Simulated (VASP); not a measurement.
# TiO₂, band structure: which settings are enough?

TiO₂, P4_2/mnm (no. 136), 6 atoms in the cell. MS2; PAW potentials Ti_sv, O (PBE set). VASP 6.6.1.

Wanted: band energies at the path's corners within 0.02 eV; smallest gap over path and mesh within 0.01 eV.

What the run is for: bands; Accuracy asked: standard; Route: KPOINTS_OPT.

Band energies at the path's corners: counted from the valence top.

POSCAR:
```
TiO2
1.0
    4.5998373239      0.0000000000      0.0000000000
    0.0000000000      4.5998373239      0.0000000000
    0.0000000000      0.0000000000      2.9592135600
Ti O
2 4
Direct
    0.0000000000      0.0000000000      0.5000000000
    0.5000000000      0.5000000000      0.0000000000
    0.3043213200      0.3043213200      0.5000000000
    0.1956786800      0.8043213200      0.0000000000
    0.8043213200      0.1956786800      0.0000000000
    0.6956786800      0.6956786800      0.5000000000
```

The series start from Plane-wave cutoff (eV): 460; k-point mesh: 4 × 4 × 6; k points a path segment: 12; Electronic threshold (eV): 1e-6; Precision mode (PREC): Accurate; Bands in all (NBANDS): 40; Aspherical gradient terms in the spheres (LASPH): yes; Highest l that the mixer handles (LMAXMIX): 4. Each series keeps the choices made before it, and each single choice may use up half of a tolerance.

## Plane-wave cutoff (eV)

| Plane-wave cutoff (eV) | Band energies at the path's corners, largest deviation (eV) | Smallest gap over path and mesh (eV) | Time (s) |
|---|---|---|---|
| 320 | 0.041 | 2.192 | 153 |
| 400 | 0.010 | 2.215 | 271 |
| 460 | 0.001 | 2.207 | 206 |
| 520 | 0.004 | 2.205 | 346 |
| 640 (reference) | 0.000 | 2.207 | 447 |

Chosen: 460, the loosest value from which every tighter one stays within half of the tolerance.

## k-point mesh

| k-point mesh | Band energies at the path's corners, largest deviation (eV) | Smallest gap over path and mesh (eV) | Time (s) |
|---|---|---|---|
| 2 × 2 × 3 | 0.042 | 2.177 | 138 |
| 3 × 3 × 4 | 0.007 | 2.203 | 176 |
| 3 × 3 × 5 | 0.003 | 2.205 | 186 |
| 4 × 4 × 6 | 0.001 | 2.207 | 206 |
| 5 × 5 × 8 | 0.000 | 2.207 | 227 |
| 6 × 6 × 9 (reference) | 0.000 | 2.207 | 366 |

Chosen: 3 × 3 × 4.

## Electronic threshold (eV)

| Electronic threshold (eV) | Band energies at the path's corners, largest deviation (eV) | Smallest gap over path and mesh (eV) | Time (s) |
|---|---|---|---|
| 0.001 | 0.014 | 2.196 | 59 |
| 0.0001 | 0.003 | 2.201 | 68 |
| 1e-5 | 0.000 | 2.203 | 67 |
| 1e-6 | 0.000 | 2.203 | 126 |
| 1e-7 (reference) | 0.000 | 2.203 | 82 |

Chosen: 0.0001.

## Precision mode (PREC)

| Precision mode (PREC) | Band energies at the path's corners, largest deviation (eV) | Smallest gap over path and mesh (eV) | Time (s) |
|---|---|---|---|
| SingleN | 0.017 | 2.210 | 38 |
| Normal | 0.006 | 2.207 | 35 |
| Accurate (reference) | 0.000 | 2.201 | 68 |

Chosen: Accurate; the one before it in the list is off by more than half of the tolerance.

## Bands in all (NBANDS)

| Bands in all (NBANDS) | Band energies at the path's corners, largest deviation (eV) | Smallest gap over path and mesh (eV) | Time (s) |
|---|---|---|---|
| 26 | 0.228 | 2.205 | 40 |
| 27 | 0.037 | 2.203 | 43 |
| 28 | 0.003 | 2.199 | 43 |
| 30 | 0.002 | 2.202 | 47 |
| 40 | 0.002 | 2.201 | 68 |
| 50 (reference) | 0.000 | 2.201 | 74 |

Chosen: 28.

## Aspherical gradient terms in the spheres (LASPH)

| Aspherical gradient terms in the spheres (LASPH) | Band energies at the path's corners, largest deviation (eV) | Smallest gap over path and mesh (eV) | Time (s) |
|---|---|---|---|
| no | 0.131 | 2.101 | 38 |
| yes (reference) | 0.000 | 2.199 | 43 |

Chosen: yes; the one before it in the list is off by more than half of the tolerance.

## Highest l that the mixer handles (LMAXMIX)

| Highest l that the mixer handles (LMAXMIX) | Band energies at the path's corners, largest deviation (eV) | Smallest gap over path and mesh (eV) | Time (s) |
|---|---|---|---|
| 2 | 0.001 | 2.199 | 41 |
| 4 | 0.000 | 2.199 | 43 |
| 6 (reference) | 0.000 | 2.199 | 42 |

Chosen: 2.

Also changed on the way, by series that aren't shown: k points a path segment: 5.

## All choices together

| Input | Band energies at the path's corners, largest deviation (eV) | Smallest gap over path and mesh (eV) | Time (s) |
|---|---|---|---|
| the program's defaults (naive) | 0.112 | 2.118 | 64 |
| chosen settings | 0.009 | 2.199 | 41 |
| reference settings throughout | 0.000 | 2.207 | 1017 |

The tolerance is met.

## The input

INCAR:
```
SYSTEM = TiO2
  METAGGA = MS2
  ISMEAR = 0
  SIGMA = 0.03
  LWAVE = .False.
  LCHARG = .False.
  NBANDS = 28
  PREC = Accurate
  LASPH = .True.
  LREAL = .False.
  ALGO = Normal
  EDIFF = 1E-4
  NELM = 120
  GGA_COMPAT = .False.
  ENCUT = 460
  EFERMI = MIDGAP
  LMAXMIX = 2
  LMIXTAU = .True.
  KPAR = 2
```

KPOINTS:
```
Automatic mesh
0
Gamma
  3 3 4
  0 0 0
```

KPOINTS_OPT:
```
path GXMGZRAZ,XR,MA
5
line-mode
reciprocal
 0.0000000000  0.0000000000  0.0000000000  G
 0.0000000000  0.5000000000  0.0000000000  X

 0.0000000000  0.5000000000  0.0000000000  X
 0.5000000000  0.5000000000  0.0000000000  M

 0.5000000000  0.5000000000  0.0000000000  M
 0.0000000000  0.0000000000  0.0000000000  G

 0.0000000000  0.0000000000  0.0000000000  G
 0.0000000000  0.0000000000  0.5000000000  Z

 0.0000000000  0.0000000000  0.5000000000  Z
 0.0000000000  0.5000000000  0.5000000000  R

 0.0000000000  0.5000000000  0.5000000000  R
 0.5000000000  0.5000000000  0.5000000000  A

 0.5000000000  0.5000000000  0.5000000000  A
 0.0000000000  0.0000000000  0.5000000000  Z

 0.0000000000  0.5000000000  0.0000000000  X
 0.0000000000  0.5000000000  0.5000000000  R

 0.5000000000  0.5000000000  0.0000000000  M
 0.5000000000  0.5000000000  0.5000000000  A
```

Commands:
```
cat potpaw_PBE.64/Ti_sv/POTCAR potpaw_PBE.64/O/POTCAR > POTCAR
mpirun -np 2 vasp_std > vasp.out
```

Limits: MS2 gaps are mostly well below measured ones.

The chosen input took VASP 6.6.1 41 s on 2 cores (Intel Xeon Platinum 8488C (Sapphire Rapids)), a shared host.

## An input that fails: fixed density asked without a density file

VASP's message: ERROR: charge density could not be read from file CHGCAR for ICHARG>10.

Changes against the starting input:
```
- NELM = 120
+ NELM = 56
+ ICHARG = 11
```
